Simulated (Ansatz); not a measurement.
This log comes from Ansatz, run on a 2-atom cell of BeSe started from a crystallographic database. Cell and atoms come from a relaxation with r2SCAN.

The cell given to it:
```
Be Se
1.0
     0.00000    2.58104    2.58104
     2.58104    0.00000    2.58104
     2.58104    2.58104    0.00000
Be Se
1 1
Direct
  0.00000 0.00000 0.00000
  0.25000 0.25000 0.25000
```

Abridged output:
```
scf.n_extra_bands = 4 over 9 filled bands (N_el = 18.0): the run solves 13 bands
Functional definition: PBE
Crystal: 2 atoms, lattice volume = 34.388 Å³
Basis set: ecut = 420 eV, 645 PW (Γ)
Symmetry: 24 space group operations
Space group: F-43m (ITA 216)
k-points: 29 of 512 (time reversal used)
preconditioner: auto → none  [insulator: Δε(μ)=2.653 eV  σ=0.020 eV  ℏωp=17.9 eV]
NSCF: frozen V_eff on 62 k-points
SCF converged after 6 iterations
Free energy (F): -5563.436592 eV
Fermi energy:    8.166201 eV
--- Per-component energies (eV) ---
  E_band       = -385.399792
  E_kinetic    = 139.026719
  E_local      = -2531.975949
  E_nonlocal   = -591.890120
  E_hartree    = 1250.065881
  E_xc         = -124.046239
  E_vxc        = -119.139243
  E_paw        = -1970.395117
  E_vpaw       = 218.461672
  E_ewald      = -1734.221242
--- Forces (eV/Å), atoms counted from 1 ---
  atom   1  Be      0.00000      0.00000      0.00000
  atom   2  Se      0.00000      0.00000      0.00000
--- Stress (GPa, compression-positive) ---
        0.700241       0.000000       0.000000
        0.000000       0.700241       0.000000
        0.000000       0.000000       0.700241
  P = ⅓ Tr σ = 0.7002 GPa (7.002 kbar)
--- Band table (eV; the first three rows and the last of 29) ---
  k-point 0: bands = […, -39.8207, -39.8207, -6.8943, 6.8384, 6.8384, 6.8384, 11.1277, 11.8622, 11.8622, 11.8622]
  k-point 1: bands = […, -39.8207, -39.8207, -6.7435, 5.5402, 6.6315, 6.6315, 11.3757, 12.2063, 12.2063, 12.9382]
  k-point 2: bands = […, -39.8207, -39.8207, -6.3339, 3.4751, 6.2238, 6.2238, 11.2940, 12.7485, 12.7485, 15.1111]
  k-point 28: bands = […, -39.8209, -39.8204, -5.0960, 2.4762, 3.0919, 3.5984, 12.9807, 13.9380, 14.2272, 14.8083]
```

**Question.** Which of these blocks stood in the input: relax, gw, phonons, dielectric, magnetization (spin_orbit)?

**Answer.** None of them. A single point prints forces and stress when the output block asks for them.

**Question.** Which k mesh was typed?

**Answer.** 8×8×8, Γ-centred.

**Question.** How were the bands filled?

**Answer.** With smearing of width σ = 0.02 eV (Fermi-Dirac in this run).

Run as `ansatz run input.yaml --threads 2 --pin off --max-ram 2211MiB --backend cpu --events-out ev --progress --plain --runs-dir out`. Wall time 1.4 s on 2 threads of Arm Neoverse V1, with other jobs on the host, load about 0.3 per core; peak host memory 0.29 GiB.

Spin-unpolarised throughout; all numbers are computed.

Spin-orbit coupling is left out.
